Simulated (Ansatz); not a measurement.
Input of an Ansatz 0.2.0 run:

Contents of input.yaml:

```yaml
crystal:
  lattice:
    - [-2.9401404553, 2.9401404553, 1.5993019889]
    - [2.9401404553, -2.9401404553, 1.5993019889]
    - [2.9401404553, 2.9401404553, -1.5993019889]
  atoms:
    - { symbol: Sn, position: [0.0, 0.0, 0.0] }
    - { symbol: Sn, position: [0.75, 0.25, 0.5] }
hamiltonian:
  xc: pbe
  pseudopotentials: { kind: paw }
kpoints:
  mp_grid: { grid: [9, 9, 9] }
scf:
  occupations: { method: gaussian, width: 0.027 }
output:
  forces: true
  stress: true
  eigenvalues: true
  write_density: true
  write_potential: true
  elf: true
  volumetric_format: npy
```

Potentials or basis: Ansatz PAW.

Run with:

```bash
$ ansatz run input.yaml --threads 2 --pin off --max-ram 5632MiB --backend cpu --events-out ev --progress --plain --runs-dir out
```

Question: What does it give for the pressure?

Answer: 1.4 GPa.

Question: What does it give for the band gap on the k mesh?

Answer: None (metal or under the smearing width).

Stress tensor (GPa, compression positive):
```
1.53 0.00 0.00
0.00 1.53 0.00
0.00 0.00 1.23
```
